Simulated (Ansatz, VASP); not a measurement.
# Cross-check of InAs between VASP and Ansatz, part 2 of 3

One calculation is typed for both programs; each brings its own data sets. How far apart do they land? The structure shown is the start of the Ansatz relaxation below; VASP solves that cell, so the two are compared at the walk's first step.

VASP 6.6.1 and Ansatz 0.2.0.

So far: The starting structure; Ansatz: relaxation, r2SCAN.

## 3. VASP: single point, r2SCAN, start cell

Level of this step: r2SCAN; plane waves and PAW (As, In_d) (VASP).

The same cell, functional, mesh and smearing now go to VASP, with its own data sets.

Lines of VASP's logs that name or quote its potential files are left out, and so is its time.

INCAR

```
SYSTEM = InAs
PREC = Accurate
ENCUT = 440
EDIFF = 1E-06
NELM = 120
ISMEAR = 0
SIGMA = 0.01
LREAL = .FALSE.
ALGO = Normal
METAGGA = R2SCAN
LASPH = .TRUE.
NBANDS = 15
LORBIT = 11
LWAVE = .FALSE.
LCHARG = .FALSE.
ISIF = 2
ISYM = 2
GGA_COMPAT = .FALSE.
EFERMI = MIDGAP
LMIXTAU = .TRUE.
KPAR = 2
```

POSCAR

```
InAs
1.0
   -0.0841290000      3.0617050000      3.0617050000
    3.0617050000     -0.0841290000      3.0617050000
    3.0617050000      3.0617050000     -0.0841290000
As In
1 1
Direct
    0.7483619325      0.7483619325      0.7483619325
    0.0016379433      0.0016379433      0.0016379433
```

KPOINTS

```
Points of the shifted mesh
1728
Reciprocal
 0.0416666667  0.0416666667  0.0416666667 1
 0.0416666667  0.0416666667  0.1250000000 1
 0.0416666667  0.0416666667  0.2083333333 1
 0.0416666667  0.0416666667  0.2916666667 1
 0.0416666667  0.0416666667  0.3750000000 1
 0.0416666667  0.0416666667  0.4583333333 1
 0.0416666667  0.0416666667  0.5416666667 1
 0.0416666667  0.0416666667  0.6250000000 1
 0.0416666667  0.0416666667  0.7083333333 1
 0.0416666667  0.0416666667  0.7916666667 1
 0.0416666667  0.0416666667  0.8750000000 1
 0.0416666667  0.0416666667  0.9583333333 1
 0.0416666667  0.1250000000  0.0416666667 1
 0.0416666667  0.1250000000  0.1250000000 1
 0.0416666667  0.1250000000  0.2083333333 1
 0.0416666667  0.1250000000  0.2916666667 1
 0.0416666667  0.1250000000  0.3750000000 1
 0.0416666667  0.1250000000  0.4583333333 1
 0.0416666667  0.1250000000  0.5416666667 1
 0.0416666667  0.1250000000  0.6250000000 1
 0.0416666667  0.1250000000  0.7083333333 1
 0.0416666667  0.1250000000  0.7916666667 1
 0.0416666667  0.1250000000  0.8750000000 1
 0.0416666667  0.1250000000  0.9583333333 1
 0.0416666667  0.2083333333  0.0416666667 1
 0.0416666667  0.2083333333  0.1250000000 1
 0.0416666667  0.2083333333  0.2083333333 1
 0.0416666667  0.2083333333  0.2916666667 1
 0.0416666667  0.2083333333  0.3750000000 1
 0.0416666667  0.2083333333  0.4583333333 1
 0.0416666667  0.2083333333  0.5416666667 1
 0.0416666667  0.2083333333  0.6250000000 1
 0.0416666667  0.2083333333  0.7083333333 1
 0.0416666667  0.2083333333  0.7916666667 1
 0.0416666667  0.2083333333  0.8750000000 1
 0.0416666667  0.2083333333  0.9583333333 1
 0.0416666667  0.2916666667  0.0416666667 1
 0.0416666667  0.2916666667  0.1250000000 1
 0.0416666667  0.2916666667  0.2083333333 1
 0.0416666667  0.2916666667  0.2916666667 1
 0.0416666667  0.2916666667  0.3750000000 1
 0.0416666667  0.2916666667  0.4583333333 1
 0.0416666667  0.2916666667  0.5416666667 1
 0.0416666667  0.2916666667  0.6250000000 1
 0.0416666667  0.2916666667  0.7083333333 1
 0.0416666667  0.2916666667  0.7916666667 1
 0.0416666667  0.2916666667  0.8750000000 1
 0.0416666667  0.2916666667  0.9583333333 1
 0.0416666667  0.3750000000  0.0416666667 1
 0.0416666667  0.3750000000  0.1250000000 1
 0.0416666667  0.3750000000  0.2083333333 1
 0.0416666667  0.3750000000  0.2916666667 1
 0.0416666667  0.3750000000  0.3750000000 1
 0.0416666667  0.3750000000  0.4583333333 1
 0.0416666667  0.3750000000  0.5416666667 1
 0.0416666667  0.3750000000  0.6250000000 1
 0.0416666667  0.3750000000  0.7083333333 1
 0.0416666667  0.3750000000  0.7916666667 1
 0.0416666667  0.3750000000  0.8750000000 1
 0.0416666667  0.3750000000  0.9583333333 1
 0.0416666667  0.4583333333  0.0416666667 1
 0.0416666667  0.4583333333  0.1250000000 1
 0.0416666667  0.4583333333  0.2083333333 1
 0.0416666667  0.4583333333  0.2916666667 1
 0.0416666667  0.4583333333  0.3750000000 1
 0.0416666667  0.4583333333  0.4583333333 1
 0.0416666667  0.4583333333  0.5416666667 1
 0.0416666667  0.4583333333  0.6250000000 1
 0.0416666667  0.4583333333  0.7083333333 1
 0.0416666667  0.4583333333  0.7916666667 1
 0.0416666667  0.4583333333  0.8750000000 1
 0.0416666667  0.4583333333  0.9583333333 1
 0.0416666667  0.5416666667  0.0416666667 1
 0.0416666667  0.5416666667  0.1250000000 1
 0.0416666667  0.5416666667  0.2083333333 1
 0.0416666667  0.5416666667  0.2916666667 1
 0.0416666667  0.5416666667  0.3750000000 1
 0.0416666667  0.5416666667  0.4583333333 1
 0.0416666667  0.5416666667  0.5416666667 1
 0.0416666667  0.5416666667  0.6250000000 1
 0.0416666667  0.5416666667  0.7083333333 1
 0.0416666667  0.5416666667  0.7916666667 1
 0.0416666667  0.5416666667  0.8750000000 1
 0.0416666667  0.5416666667  0.9583333333 1
 0.0416666667  0.6250000000  0.0416666667 1
 0.0416666667  0.6250000000  0.1250000000 1
 0.0416666667  0.6250000000  0.2083333333 1
 0.0416666667  0.6250000000  0.2916666667 1
 0.0416666667  0.6250000000  0.3750000000 1
 0.0416666667  0.6250000000  0.4583333333 1
 0.0416666667  0.6250000000  0.5416666667 1
 0.0416666667  0.6250000000  0.6250000000 1
 0.0416666667  0.6250000000  0.7083333333 1
 0.0416666667  0.6250000000  0.7916666667 1
 0.0416666667  0.6250000000  0.8750000000 1
 0.0416666667  0.6250000000  0.9583333333 1
 0.0416666667  0.7083333333  0.0416666667 1
 0.0416666667  0.7083333333  0.1250000000 1
 0.0416666667  0.7083333333  0.2083333333 1
 0.0416666667  0.7083333333  0.2916666667 1
 0.0416666667  0.7083333333  0.3750000000 1
 0.0416666667  0.7083333333  0.4583333333 1
 0.0416666667  0.7083333333  0.5416666667 1
 0.0416666667  0.7083333333  0.6250000000 1
 0.0416666667  0.7083333333  0.7083333333 1
 0.0416666667  0.7083333333  0.7916666667 1
 0.0416666667  0.7083333333  0.8750000000 1
 0.0416666667  0.7083333333  0.9583333333 1
 0.0416666667  0.7916666667  0.0416666667 1
 0.0416666667  0.7916666667  0.1250000000 1
 0.0416666667  0.7916666667  0.2083333333 1
 0.0416666667  0.7916666667  0.2916666667 1
[... 1390 lines left out ...]
 0.8750000000  0.4583333333  0.1250000000 1
 0.8750000000  0.4583333333  0.2083333333 1
 0.8750000000  0.4583333333  0.2916666667 1
 0.8750000000  0.4583333333  0.3750000000 1
 0.8750000000  0.4583333333  0.4583333333 1
 0.8750000000  0.4583333333  0.5416666667 1
 0.8750000000  0.4583333333  0.6250000000 1
 0.8750000000  0.4583333333  0.7083333333 1
 0.8750000000  0.4583333333  0.7916666667 1
 0.8750000000  0.4583333333  0.8750000000 1
 0.8750000000  0.4583333333  0.9583333333 1
 0.8750000000  0.5416666667  0.0416666667 1
 0.8750000000  0.5416666667  0.1250000000 1
 0.8750000000  0.5416666667  0.2083333333 1
 0.8750000000  0.5416666667  0.2916666667 1
 0.8750000000  0.5416666667  0.3750000000 1
 0.8750000000  0.5416666667  0.4583333333 1
 0.8750000000  0.5416666667  0.5416666667 1
 0.8750000000  0.5416666667  0.6250000000 1
 0.8750000000  0.5416666667  0.7083333333 1
 0.8750000000  0.5416666667  0.7916666667 1
 0.8750000000  0.5416666667  0.8750000000 1
 0.8750000000  0.5416666667  0.9583333333 1
 0.8750000000  0.6250000000  0.0416666667 1
 0.8750000000  0.6250000000  0.1250000000 1
 0.8750000000  0.6250000000  0.2083333333 1
 0.8750000000  0.6250000000  0.2916666667 1
 0.8750000000  0.6250000000  0.3750000000 1
 0.8750000000  0.6250000000  0.4583333333 1
 0.8750000000  0.6250000000  0.5416666667 1
 0.8750000000  0.6250000000  0.6250000000 1
 0.8750000000  0.6250000000  0.7083333333 1
 0.8750000000  0.6250000000  0.7916666667 1
 0.8750000000  0.6250000000  0.8750000000 1
 0.8750000000  0.6250000000  0.9583333333 1
 0.8750000000  0.7083333333  0.0416666667 1
 0.8750000000  0.7083333333  0.1250000000 1
 0.8750000000  0.7083333333  0.2083333333 1
 0.8750000000  0.7083333333  0.2916666667 1
 0.8750000000  0.7083333333  0.3750000000 1
 0.8750000000  0.7083333333  0.4583333333 1
 0.8750000000  0.7083333333  0.5416666667 1
 0.8750000000  0.7083333333  0.6250000000 1
 0.8750000000  0.7083333333  0.7083333333 1
 0.8750000000  0.7083333333  0.7916666667 1
 0.8750000000  0.7083333333  0.8750000000 1
 0.8750000000  0.7083333333  0.9583333333 1
 0.8750000000  0.7916666667  0.0416666667 1
 0.8750000000  0.7916666667  0.1250000000 1
 0.8750000000  0.7916666667  0.2083333333 1
 0.8750000000  0.7916666667  0.2916666667 1
 0.8750000000  0.7916666667  0.3750000000 1
 0.8750000000  0.7916666667  0.4583333333 1
 0.8750000000  0.7916666667  0.5416666667 1
 0.8750000000  0.7916666667  0.6250000000 1
 0.8750000000  0.7916666667  0.7083333333 1
 0.8750000000  0.7916666667  0.7916666667 1
 0.8750000000  0.7916666667  0.8750000000 1
 0.8750000000  0.7916666667  0.9583333333 1
 0.8750000000  0.8750000000  0.0416666667 1
 0.8750000000  0.8750000000  0.1250000000 1
 0.8750000000  0.8750000000  0.2083333333 1
 0.8750000000  0.8750000000  0.2916666667 1
 0.8750000000  0.8750000000  0.3750000000 1
 0.8750000000  0.8750000000  0.4583333333 1
 0.8750000000  0.8750000000  0.5416666667 1
 0.8750000000  0.8750000000  0.6250000000 1
 0.8750000000  0.8750000000  0.7083333333 1
 0.8750000000  0.8750000000  0.7916666667 1
 0.8750000000  0.8750000000  0.8750000000 1
 0.8750000000  0.8750000000  0.9583333333 1
 0.8750000000  0.9583333333  0.0416666667 1
 0.8750000000  0.9583333333  0.1250000000 1
 0.8750000000  0.9583333333  0.2083333333 1
 0.8750000000  0.9583333333  0.2916666667 1
 0.8750000000  0.9583333333  0.3750000000 1
 0.8750000000  0.9583333333  0.4583333333 1
 0.8750000000  0.9583333333  0.5416666667 1
 0.8750000000  0.9583333333  0.6250000000 1
 0.8750000000  0.9583333333  0.7083333333 1
 0.8750000000  0.9583333333  0.7916666667 1
 0.8750000000  0.9583333333  0.8750000000 1
 0.8750000000  0.9583333333  0.9583333333 1
 0.9583333333  0.0416666667  0.0416666667 1
 0.9583333333  0.0416666667  0.1250000000 1
 0.9583333333  0.0416666667  0.2083333333 1
 0.9583333333  0.0416666667  0.2916666667 1
 0.9583333333  0.0416666667  0.3750000000 1
 0.9583333333  0.0416666667  0.4583333333 1
 0.9583333333  0.0416666667  0.5416666667 1
 0.9583333333  0.0416666667  0.6250000000 1
 0.9583333333  0.0416666667  0.7083333333 1
 0.9583333333  0.0416666667  0.7916666667 1
 0.9583333333  0.0416666667  0.8750000000 1
 0.9583333333  0.0416666667  0.9583333333 1
 0.9583333333  0.1250000000  0.0416666667 1
 0.9583333333  0.1250000000  0.1250000000 1
 0.9583333333  0.1250000000  0.2083333333 1
 0.9583333333  0.1250000000  0.2916666667 1
 0.9583333333  0.1250000000  0.3750000000 1
 0.9583333333  0.1250000000  0.4583333333 1
 0.9583333333  0.1250000000  0.5416666667 1
 0.9583333333  0.1250000000  0.6250000000 1
 0.9583333333  0.1250000000  0.7083333333 1
 0.9583333333  0.1250000000  0.7916666667 1
 0.9583333333  0.1250000000  0.8750000000 1
 0.9583333333  0.1250000000  0.9583333333 1
 0.9583333333  0.2083333333  0.0416666667 1
 0.9583333333  0.2083333333  0.1250000000 1
 0.9583333333  0.2083333333  0.2083333333 1
 0.9583333333  0.2083333333  0.2916666667 1
 0.9583333333  0.2083333333  0.3750000000 1
 0.9583333333  0.2083333333  0.4583333333 1
 0.9583333333  0.2083333333  0.5416666667 1
 0.9583333333  0.2083333333  0.6250000000 1
 0.9583333333  0.2083333333  0.7083333333 1
 0.9583333333  0.2083333333  0.7916666667 1
 0.9583333333  0.2083333333  0.8750000000 1
 0.9583333333  0.2083333333  0.9583333333 1
 0.9583333333  0.2916666667  0.0416666667 1
 0.9583333333  0.2916666667  0.1250000000 1
 0.9583333333  0.2916666667  0.2083333333 1
 0.9583333333  0.2916666667  0.2916666667 1
 0.9583333333  0.2916666667  0.3750000000 1
 0.9583333333  0.2916666667  0.4583333333 1
 0.9583333333  0.2916666667  0.5416666667 1
 0.9583333333  0.2916666667  0.6250000000 1
 0.9583333333  0.2916666667  0.7083333333 1
 0.9583333333  0.2916666667  0.7916666667 1
 0.9583333333  0.2916666667  0.8750000000 1
 0.9583333333  0.2916666667  0.9583333333 1
 0.9583333333  0.3750000000  0.0416666667 1
 0.9583333333  0.3750000000  0.1250000000 1
 0.9583333333  0.3750000000  0.2083333333 1
 0.9583333333  0.3750000000  0.2916666667 1
 0.9583333333  0.3750000000  0.3750000000 1
 0.9583333333  0.3750000000  0.4583333333 1
 0.9583333333  0.3750000000  0.5416666667 1
 0.9583333333  0.3750000000  0.6250000000 1
 0.9583333333  0.3750000000  0.7083333333 1
 0.9583333333  0.3750000000  0.7916666667 1
 0.9583333333  0.3750000000  0.8750000000 1
 0.9583333333  0.3750000000  0.9583333333 1
 0.9583333333  0.4583333333  0.0416666667 1
 0.9583333333  0.4583333333  0.1250000000 1
 0.9583333333  0.4583333333  0.2083333333 1
 0.9583333333  0.4583333333  0.2916666667 1
 0.9583333333  0.4583333333  0.3750000000 1
 0.9583333333  0.4583333333  0.4583333333 1
 0.9583333333  0.4583333333  0.5416666667 1
 0.9583333333  0.4583333333  0.6250000000 1
 0.9583333333  0.4583333333  0.7083333333 1
 0.9583333333  0.4583333333  0.7916666667 1
 0.9583333333  0.4583333333  0.8750000000 1
 0.9583333333  0.4583333333  0.9583333333 1
 0.9583333333  0.5416666667  0.0416666667 1
 0.9583333333  0.5416666667  0.1250000000 1
 0.9583333333  0.5416666667  0.2083333333 1
 0.9583333333  0.5416666667  0.2916666667 1
 0.9583333333  0.5416666667  0.3750000000 1
 0.9583333333  0.5416666667  0.4583333333 1
 0.9583333333  0.5416666667  0.5416666667 1
 0.9583333333  0.5416666667  0.6250000000 1
 0.9583333333  0.5416666667  0.7083333333 1
 0.9583333333  0.5416666667  0.7916666667 1
 0.9583333333  0.5416666667  0.8750000000 1
 0.9583333333  0.5416666667  0.9583333333 1
 0.9583333333  0.6250000000  0.0416666667 1
 0.9583333333  0.6250000000  0.1250000000 1
 0.9583333333  0.6250000000  0.2083333333 1
 0.9583333333  0.6250000000  0.2916666667 1
 0.9583333333  0.6250000000  0.3750000000 1
 0.9583333333  0.6250000000  0.4583333333 1
 0.9583333333  0.6250000000  0.5416666667 1
 0.9583333333  0.6250000000  0.6250000000 1
 0.9583333333  0.6250000000  0.7083333333 1
 0.9583333333  0.6250000000  0.7916666667 1
 0.9583333333  0.6250000000  0.8750000000 1
 0.9583333333  0.6250000000  0.9583333333 1
 0.9583333333  0.7083333333  0.0416666667 1
 0.9583333333  0.7083333333  0.1250000000 1
 0.9583333333  0.7083333333  0.2083333333 1
 0.9583333333  0.7083333333  0.2916666667 1
 0.9583333333  0.7083333333  0.3750000000 1
 0.9583333333  0.7083333333  0.4583333333 1
 0.9583333333  0.7083333333  0.5416666667 1
 0.9583333333  0.7083333333  0.6250000000 1
 0.9583333333  0.7083333333  0.7083333333 1
 0.9583333333  0.7083333333  0.7916666667 1
 0.9583333333  0.7083333333  0.8750000000 1
 0.9583333333  0.7083333333  0.9583333333 1
 0.9583333333  0.7916666667  0.0416666667 1
 0.9583333333  0.7916666667  0.1250000000 1
 0.9583333333  0.7916666667  0.2083333333 1
 0.9583333333  0.7916666667  0.2916666667 1
 0.9583333333  0.7916666667  0.3750000000 1
 0.9583333333  0.7916666667  0.4583333333 1
 0.9583333333  0.7916666667  0.5416666667 1
 0.9583333333  0.7916666667  0.6250000000 1
 0.9583333333  0.7916666667  0.7083333333 1
 0.9583333333  0.7916666667  0.7916666667 1
 0.9583333333  0.7916666667  0.8750000000 1
 0.9583333333  0.7916666667  0.9583333333 1
 0.9583333333  0.8750000000  0.0416666667 1
 0.9583333333  0.8750000000  0.1250000000 1
 0.9583333333  0.8750000000  0.2083333333 1
 0.9583333333  0.8750000000  0.2916666667 1
 0.9583333333  0.8750000000  0.3750000000 1
 0.9583333333  0.8750000000  0.4583333333 1
 0.9583333333  0.8750000000  0.5416666667 1
 0.9583333333  0.8750000000  0.6250000000 1
 0.9583333333  0.8750000000  0.7083333333 1
 0.9583333333  0.8750000000  0.7916666667 1
 0.9583333333  0.8750000000  0.8750000000 1
 0.9583333333  0.8750000000  0.9583333333 1
 0.9583333333  0.9583333333  0.0416666667 1
 0.9583333333  0.9583333333  0.1250000000 1
 0.9583333333  0.9583333333  0.2083333333 1
 0.9583333333  0.9583333333  0.2916666667 1
 0.9583333333  0.9583333333  0.3750000000 1
 0.9583333333  0.9583333333  0.4583333333 1
 0.9583333333  0.9583333333  0.5416666667 1
 0.9583333333  0.9583333333  0.6250000000 1
 0.9583333333  0.9583333333  0.7083333333 1
 0.9583333333  0.9583333333  0.7916666667 1
 0.9583333333  0.9583333333  0.8750000000 1
 0.9583333333  0.9583333333  0.9583333333 1
```

The projector-augmented-wave data sets are As and In_d (PBE family, release 64).

The run is started by

```bash
$ mpirun -np 2 vasp_std
```

Log:

```text
[banner, memory and clock lines left out]
running    2 mpi-ranks, on    1 nodes
 distrk:  each k-point on    1 cores,    2 groups
 distr:  one band on    1 cores,    1 groups

 POSCAR found type information on POSCAR AsIn
 POSCAR found :  2 types and       2 ions
|                                                                             |
|               ----> ADVICE to this user running VASP <----                  |
|                                                                             |
|     You enforced a specific xc type in the INCAR file but a different       |
|     [... a line on the potential file left out ...]
|     I HOPE YOU KNOW WHAT YOU ARE DOING!                                     |
|                                                                             |

 LDA part: xc-table for (None), standard interpolation
 POSCAR, INCAR and KPOINTS ok, starting setup
 FFT: planning ... GRIDC
 FFT: planning ... GRID_SOFT
 FFT: planning ... GRID
 WAVECAR not read
 entering main loop
       N       E                     dE             d eps       ncg     rms          rms(c)
DAV:   1     0.769489314093E+02    0.76949E+02   -0.77272E+03 52018   0.114E+03
DAV:   2    -0.337959906431E+02   -0.11074E+03   -0.10675E+03 56754   0.286E+02
DAV:   3    -0.412345513824E+02   -0.74386E+01   -0.73975E+01 66225   0.786E+01
DAV:   4    -0.414341374820E+02   -0.19959E+00   -0.19953E+00 66369   0.145E+01
DAV:   5    -0.414428950719E+02   -0.87576E-02   -0.87574E-02 77581   0.242E+00    0.544E+00
DAV:   6    -0.380050542462E+02    0.34378E+01   -0.20000E+00 63173   0.309E+01    0.288E+00
DAV:   7    -0.379477582247E+02    0.57296E-01   -0.60737E-01 55522   0.106E+01    0.137E+00
DAV:   8    -0.380118056763E+02   -0.64047E-01   -0.38036E-01 51966   0.668E+00    0.108E+00
DAV:   9    -0.379654408919E+02    0.46365E-01   -0.24280E-02 65959   0.167E+00    0.880E-01
DAV:  10    -0.379672345864E+02   -0.17937E-02   -0.12892E-03 71738   0.378E-01    0.865E-01
DAV:  11    -0.380076825642E+02   -0.40448E-01   -0.19821E-02 56948   0.173E+00    0.199E-01
DAV:  12    -0.380250723032E+02   -0.17390E-01   -0.11289E-02 56502   0.957E-01    0.180E-01
DAV:  13    -0.380252501068E+02   -0.17780E-03   -0.44287E-04 69844   0.197E-01    0.232E-01
DAV:  14    -0.380243477408E+02    0.90237E-03   -0.17847E-03 71576   0.481E-01    0.247E-01
DAV:  15    -0.380249310627E+02   -0.58332E-03   -0.63007E-04 52512   0.264E-01    0.161E-01
DAV:  16    -0.380249616669E+02   -0.30604E-04   -0.43420E-05 57139   0.679E-02    0.151E-01
DAV:  17    -0.380249499841E+02    0.11683E-04   -0.19209E-05 57587   0.455E-02    0.119E-01
DAV:  18    -0.380249666456E+02   -0.16661E-04   -0.46626E-06 56201   0.252E-02    0.625E-02
DAV:  19    -0.380249653926E+02    0.12530E-05   -0.10937E-06 48832   0.144E-02    0.443E-02
DAV:  20    -0.380249649552E+02    0.43738E-06   -0.64368E-06 68041   0.279E-02
   1 F= -.38024965E+02 E0= -.38024965E+02  d E =0.000000E+00
```

(Continued in part 3 of 3.)

[Lines on the potential files, build, host, timing and source positions are cut from VASP's logs without a mark.]

[Logs are printed without paths, hosts, clocks, repeated set-up lines and the standing remarks that a program may print on its own settings, such as how far it seeks lower states.]

[Hosts, paths, dates, database ids (printed as entryN), source tags and the programs' standing remarks are cut or masked in the printed files.]
